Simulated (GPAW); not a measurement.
# Core-hole calculation of the Ga K edge in zinc-blende (GaAs)₁₋ₓ(GaP)ₓ at x = 0, part 2 of 2

What does the Ga K edge look like in zinc-blende (GaAs)₁₋ₓ(GaP)ₓ at x = 0?

GPAW 26.7.0; X-ray absorption from dipole matrix elements to empty bands, plane-wave PAW LDA.

So far. Step 2 (The field without a hole): The mesh shows a gap of 0.37 eV. The excited electron is kept all the same, so that all members of the series, with or without a gap, are treated alike.

## (4) Spectrum with XCH, Ga atom 1

The holes are 8.0 Å apart. In GPAW the data set carries the hole's charge, so charge=0 means a charged cell and charge=-1 a neutral one. The excited electron is kept in the cell, where it fills the lowest empty states and screens the hole. After the field has converged, empty bands are computed with the density fixed and the dipole matrix elements are summed.

The absorber has 4 As at 2.45 Å (tetrahedral).

File xas.py:

```python
import numpy as np
from ase import Atoms
from ase.parallel import parprint, paropen
from gpaw import GPAW, PW, FermiDirac, Mixer, MixerDif, setup_paths
from gpaw.test import gen
setup_paths.insert(0, '.')
gen('Ga', name='fch1s', xcname='LDA', corehole=(1, 0, 1), write_xml=True)
from gpaw.mpi import world
world.barrier()

atoms = Atoms('GaAsGaAsGaAsGaAsGaAsGaAsGaAsGaAs',
    cell=[[0, 5.653, 5.653],
     [5.653, 0, 5.653],
     [5.653, 5.653, 0]],
    scaled_positions=[[0, 0, 0],
     [0.125, 0.125, 0.125],
     [0, 0, 0.5],
     [0.125, 0.125, 0.625],
     [0, 0.5, 0],
     [0.125, 0.625, 0.125],
     [0, 0.5, 0.5],
     [0.125, 0.625, 0.625],
     [0.5, 0, 0],
     [0.625, 0.125, 0.125],
     [0.5, 0, 0.5],
     [0.625, 0.125, 0.625],
     [0.5, 0.5, 0],
     [0.625, 0.625, 0.125],
     [0.5, 0.5, 0.5],
     [0.625, 0.625, 0.625]],
    pbc=True)
atoms.calc = calc = GPAW(legacy_gpaw=True, mode=PW(400, force_complex_dtype=True), xc='LDA', setups={0: 'fch1s'},
    kpts={'size': (3, 3, 3), 'gamma': True}, occupations=FermiDirac(0.04),
    charge=-1, mixer=Mixer(0.1, 5, 50), maxiter=150,
    convergence={'density': 0.0001, 'eigenstates': 1e-6}, txt='scf.txt')
energy = atoms.get_potential_energy() + calc.get_reference_energy()
ef = calc.get_fermi_level()
out = dict(energy=energy, fermi=ef, forces=atoms.get_forces().tolist())
parprint(f'all-electron energy {energy:.4f} eV, Fermi level {ef:.4f} eV')
ev = np.array([[calc.get_eigenvalues(k, s) for k in range(len(calc.get_ibz_k_points()))] for s in range(calc.get_number_of_spins())])
out['homo'], out['lumo'], out['counts'] = ev[ev < ef].max(), ev[ev > ef].min(), sorted(set((ev < ef).sum((0, 2)).tolist()))
out['filled'] = (ev[:, 0] < ef).sum(1).tolist()

from ase.units import Ha
from gpaw.xas import dipole_matrix_elements
nb = int(calc.get_number_of_electrons() / 2) + 185
top, nb = nb, nb + 8 + nb // 12
nscf = calc.fixed_density(kpts={'size': (4, 4, 4), 'gamma': True}, nbands=nb,
    convergence={'bands': top, 'eigenstates': 5e-3}, maxiter=60, txt='nscf.txt')
cell = atoms.cell.array
ops = [cell.T @ U.T @ np.linalg.inv(cell.T) for U in nscf.wfs.kd.symmetry.op_scc]
filled = [32]  # bands filled in the ground state, by spin
E = np.arange(-6, 30, 0.1)
fwhm = np.interp(E, [4, 25], [1.82, 3.5])
Y, X, zero, highest = 0, 0, 1e9, 1e9
for spin in range(nscf.get_number_of_spins()):
    wfs = nscf.wfs
    mine = wfs.bd.get_slice()  # this rank's bands
    A = dipole_matrix_elements(wfs.setups[0])
    eps = np.zeros((wfs.kd.nibzkpts, nb))
    d = np.zeros((3, A.shape[1], wfs.kd.nibzkpts, nb), complex)
    for kpt in wfs.kpt_u:
        if kpt.s == spin and 0 in kpt.P_ani:
            eps[kpt.k, mine] = kpt.eps_n * Ha
            d[:, :, kpt.k, mine] = (kpt.weight * wfs.nspins / 2) ** 0.5 * np.inner(A, kpt.P_ani[0])
    world.sum(eps)
    world.sum(d)
    T = np.einsum('amkn,bmkn->abkn', d, d.conj()).real
    T = sum(np.einsum('ai,ijkn,bj->abkn', R, T, R) for R in ops) / len(ops)
    empty = np.ones_like(eps, bool) & (np.arange(nb) >= filled[spin])
    zero, highest = min(zero, eps[empty].min()), min(highest, eps[:, top - 1].min())
    lines = [(eps, T, empty)] if spin == 0 else lines + [(eps, T, empty)]
for eps, T, empty in lines:
    f = np.einsum('aakn->akn', T).reshape(3, -1)
    x = eps.ravel() - zero
    w = np.interp(x, E, fwhm) / 2.35482
    g = np.exp(-0.5 * ((E[:, None] - x) / w) ** 2) / (w * (2 * np.pi) ** 0.5)
    Y = Y + (f * empty.ravel()) @ g.T
    X = X + (f * ~empty.ravel()) @ g.T
out.update(E=E.round(2).tolist(), xas=Y.tolist(), xes=X.tolist(), zero=zero, valid=highest - zero, nk=len(eps), nb=nb)
for i in range(0, len(E), 10):
    parprint(f'{E[i]:7.2f}', *(f'{v:10.3e}' for v in Y[:, i]))
import json
with paropen('out.json', 'w') as f:
    json.dump(out, f)
```

Run with:

```console
> OMP_NUM_THREADS=1 mpirun -n 4 gpaw python xas.py
```

Numbers of over 12 decimals in the logs are rounded to 6 here.

What it wrote:

```text
Input parameters:
  charge: -1
  convergence: {density: 0.0001,
                eigenstates: 1e-06}
  kpts: {gamma: True,
         size: (3, 3, 3)}
  maxiter: 150
  mixer: {backend: pulay,
          beta: 0.1,
          method: separate,
          nmaxold: 5,
          weight: 50}
  mode: {ecut: 400.0,
         force_complex_dtype: True,
         name: pw}
  occupations: {fixmagmom: False,
                name: fermi-dirac,
                width: 0.04}
  setups: {0: fch1s}

Initialize ...

[... PAW data sets ...]

Reference energy: -903434.148712  # eV

Spin-paired calculation

[... convergence settings ...]
Symmetries present (total): 24
  [... symmetry matrices ...]

27 k-points: 3 x 3 x 3 Monkhorst-Pack grid
4 k-points in the irreducible part of the Brillouin zone
       k-points in crystal coordinates                weights
   0:     0.00000000    0.00000000    0.00000000          1/27
   1:     0.33333333    0.33333333   -0.33333333         12/27
   2:     0.33333333    0.33333333    0.00000000          6/27
   3:     0.33333333    0.33333333    0.33333333          8/27

Wave functions: Plane wave expansion
  Cutoff energy: 400.000 eV
  Number of coefficients (min, max): 6534, 6605
  Pulay-stress correction: 0.000000 eV/Ang^3 (de/decut=0.000000)
  Using FFTW library
  Wavefunction extrapolation:
    Improved wavefunction reuse through dual PAW basis

Occupation numbers: Fermi-Dirac:
  width: 0.0400  # eV

Eigensolver
   Davidson(niter=2)

Densities:
  Coarse grid: 40*40*40 grid
  Fine grid: 80*80*80 grid
  Total Charge: 0.000000

Density mixing:
  Method: separate
  Backend: pulay
  Linear mixing parameter: 0.1
  old densities: 5
  Width of damping distribution: 1.1
  Damping of long wavelength oscillations: 50

[... Hamiltonian set-up ...]
Number of atoms: 16
Number of atomic orbitals: 64
Number of bands in calculation: 43
Number of valence electrons: 65
Bands to converge: occupied

... initialized

Initializing position-dependent things.

Density initialized from atomic densities
Creating initial wave functions:
  43 bands from LCAO basis set

                             As

                    As   Ga
                      As
                Ga
             As            As
                  Ga
                  As
         Ga            Ga
                    As
              Ga
           As   Ga

       Ga

Atomic positions and initial magnetic moments

Positions:
   0 Ga     0.000000    0.000000    0.000000    ( 0.0000,  0.0000,  0.0000)
   1 As     1.413250    1.413250    1.413250    ( 0.0000,  0.0000,  0.0000)
   2 Ga     2.826500    2.826500    0.000000    ( 0.0000,  0.0000,  0.0000)
   3 As     4.239750    4.239750    1.413250    ( 0.0000,  0.0000,  0.0000)
   4 Ga     2.826500    0.000000    2.826500    ( 0.0000,  0.0000,  0.0000)
   5 As     4.239750    1.413250    4.239750    ( 0.0000,  0.0000,  0.0000)
   6 Ga     5.653000    2.826500    2.826500    ( 0.0000,  0.0000,  0.0000)
[...]
13 As     4.239750    4.239750    7.066250    ( 0.0000,  0.0000,  0.0000)
  14 Ga     5.653000    5.653000    5.653000    ( 0.0000,  0.0000,  0.0000)
  15 As     7.066250    7.066250    7.066250    ( 0.0000,  0.0000,  0.0000)

Unit cell:
           periodic     x           y           z      points  spacing
  1. axis:    yes    0.000000    5.653000    5.653000    40     0.1632
  2. axis:    yes    5.653000    0.000000    5.653000    40     0.1632
  3. axis:    yes    5.653000    5.653000    0.000000    40     0.1632

  Lengths:   7.994549   7.994549   7.994549
  Angles:   60.000000  60.000000  60.000000

Effective grid spacing dv^(1/3) = 0.1781

iter:   1   -88.522581
iter:   2   -86.695912   -2.06  -0.82
iter:   3   -85.220491   -1.59  -0.90
iter:   4   -85.048084   -2.48  -1.13
iter:   5   -85.048904   -2.95  -1.47
iter:   6   -85.019417c  -2.98  -1.81
iter:   7   -85.026014c  -3.12  -2.19
iter:   8   -85.012119c  -4.06  -2.19
iter:   9   -85.010062c  -4.15  -2.53
iter:  10   -85.009973c  -5.95  -2.92
iter:  11   -85.009899c  -5.78  -3.04
iter:  12   -85.009896c  -6.44c -3.66
iter:  13   -85.009894c  -7.43c -3.77
iter:  14   -85.009894c  -7.75c -3.92
iter:  15   -85.009893c  -8.00c -4.07c

Converged after 15 iterations.

Dipole moment: (-27.570375, -27.570375, -27.570375) |e|*Ang

Energy contributions relative to reference atoms: (reference = -903434.148712)

Kinetic:       +235.475281
Potential:     -213.129916
External:        +0.000000
XC:            -107.452424
Entropy (-ST):   -0.005473
Local:           +0.099902
SIC:             +0.000000
--------------------------
Free energy:    -85.012630
Extrapolated:   -85.009893

Showing only first 2 kpts
 Kpt  Band  Eigenvalues  Occupancy
  0    30      4.61219    2.00000
  0    31      4.61219    2.00000
  0    32      4.61219    2.00000
  0    33      5.28456    1.99997

  1    30      3.08996    2.00000
  1    31      4.08057    2.00000
  1    32      6.28187    0.00000
[...]
Fermi level: 5.72642

No gap
No difference between direct/indirect transitions

Forces in eV/Ang:
  0 Ga   -0.00000    0.00000    0.00000
  1 As    0.11876    0.11876    0.11876
  2 Ga    0.00000    0.00000   -0.24476
  3 As   -0.11876   -0.11876    0.11876
  4 Ga   -0.00000   -0.24476    0.00000
  5 As   -0.11876    0.11876   -0.11876
  6 Ga    0.24476   -0.00000    0.00000
[...]
13 As    0.01888    0.01888   -0.01888
 14 Ga    0.00000    0.00000    0.00000
 15 As   -0.01888   -0.01888   -0.01888
Scalar-relativistic atomic LDA calculation for Ga (Gallium, Z=31)
Core hole in 1s state (1s occupation: 1.0)
600 radial gridpoints.
|------------------------------------------------|
|------------------------------------------------|
[... the atom generator's iteration count ...]

Energy contributions:
-------------------------
Kinetic:    +1579.917338
XC:           -64.056343
Potential:  -3074.711888
-------------------------
Total:      -1558.850893

state      eigenvalue         ekin         rmax
-----------------------------------------------
1s^1.0 :  -388.741484   489.682052        0.032
2s^2.0 :   -49.583735    96.650470        0.179
2p^6.0 :   -44.241157    95.698510        0.142
3s^2.0 :    -6.342800    22.075605        0.550
3p^6.0 :    -4.562405    20.108727        0.544
3d^10.0:    -1.437339    15.083525        0.500
4s^2.0 :    -0.729245     2.681465        1.725
4p^1.0 :    -0.423197     1.741532        2.075
-----------------------------------------------
(units: Bohr and Hartree)

Generating PAW setup
Kinetic energy of the core from tauc = 1587.646789
Cutoffs:
rc(s)=2.200
rc(p)=2.200
rc(d)=2.200
rc(vbar)=1.980
rc(comp)=2.200
rc(nct)=2.200

Kinetic energy of the core states: 1572.812876
Charge: 1.0
Core electrons: 27.0
Valence electrons: 3.0
Pseudo-core charge: 1.215894
Shape function alpha=2.066
Pseudo-electron charge 4.660881
state    eigenvalue         norm
--------------------------------
4s(2) :    -0.729245     1.209524
*s    :     0.270755
4p(1) :    -0.423197     1.025939
*p    :     0.576803
*d    :     0.000000
--------------------------------

Diagonalizing with gridspacing h=0.050

state   all-electron     PAW
-------------------------------
4s:      -0.729245    -0.729478
4p:      -0.423197    -0.423398
*d:                   -0.111370
*f:                   -0.021469
-------------------------------
all-electron energy -903519.1586 eV, Fermi level 5.7264 eV
[...]
27.00  1.188e-07  1.188e-07  1.188e-07
  28.00  1.238e-07  1.238e-07  1.238e-07
  29.00  1.279e-07  1.279e-07  1.279e-07
```

Run time: 60 s. Hardware: 4 MPI ranks of Intel Xeon Platinum 8488C (Sapphire Rapids), shared host; peak memory 0.47 GiB.

The Ga K spectrum, Ga atom 1, excited-electron core hole (neutral cell) (energy from the bottom of the conduction band, which holds the excited electron; intensity scaled to a mean of 1 over the first 20 eV):

```tsv
E (eV)	intensity
-2.0	0.00
-1.5	0.00
-1.0	0.01
-0.5	0.04
0.0	0.12
0.5	0.27
1.0	0.49
1.5	0.76
2.0	1.00
2.5	1.21
3.0	1.40
3.5	1.62
4.0	1.82
4.5	1.84
5.0	1.66
5.5	1.40
6.0	1.18
6.5	1.07
7.0	1.04
7.5	1.01
8.0	0.97
8.5	0.91
9.0	0.89
9.5	0.91
10.0	0.96
10.5	1.05
11.0	1.15
11.5	1.24
12.0	1.28
12.5	1.24
13.0	1.14
13.5	1.01
14.0	0.88
14.5	0.78
15.0	0.70
15.5	0.65
16.0	0.63
16.5	0.64
17.0	0.68
17.5	0.73
18.0	0.77
18.5	0.79
19.0	0.79
19.5	0.77
20.0	0.75
20.5	0.73
21.0	0.73
21.5	0.73
22.0	0.73
22.5	0.73
23.0	0.72
23.5	0.71
24.0	0.70
24.5	0.70
25.0	0.70
25.5	0.71
26.0	0.72
26.5	0.73
27.0	0.75
27.5	0.77
```

Main maxima below 27 eV (height): 4.2 eV (1.86), 12.0 eV (1.28) and 18.6 eV (0.79). A K edge sees empty p states on the absorber.

The energy difference (zero at 10381 eV) isn't read as a photon energy: for so heavy an absorber the terms left out (the hole's spin, the functional's error) amount to tens of eV or more.

## (5) Results

```yaml
absorber_and_edge: Ga K, atom 1 of the ground-state input (counted from 1)
surroundings: 4 As at 2.45 Å (tetrahedral)
highest_intensity_below_24_ev: 4.2 eV above the zero, height 1.86
```

What this shows: The Ga K edge of atom 1, with 4 As at 2.45 Å (tetrahedral), has its highest intensity of the first 24 eV at 4.2 eV above the zero, 1.9 times the mean level of the first 20 eV (Gaussian full width 1.82 eV up to 4 eV, rising linearly to 3.5 eV at 25 eV). The script folds with a Gaussian, whereas the core hole's own line is a Lorentzian, so the onset is too steep and the first peak too high.

[Banner, clock and machine lines of the logs are left out without a mark of their own.]

[Logs are printed without paths, hosts, clocks, repeated set-up lines and the standing remarks that a program may print on its own settings, such as how far it seeks lower states.]

[Hosts, paths, dates, database ids (printed as entryN), source tags and the programs' standing remarks are cut or masked in the printed files.]

[Lists of maxima count a maximum above −3 eV only where it reaches 4 % of the highest in the window and stands out from its surroundings by 2 % of it (1.5 % where it reaches 55 %); shoulders and weaker maxima are passed over, and of the rest the first, up to two pre-edge ones and the few strongest are named.]
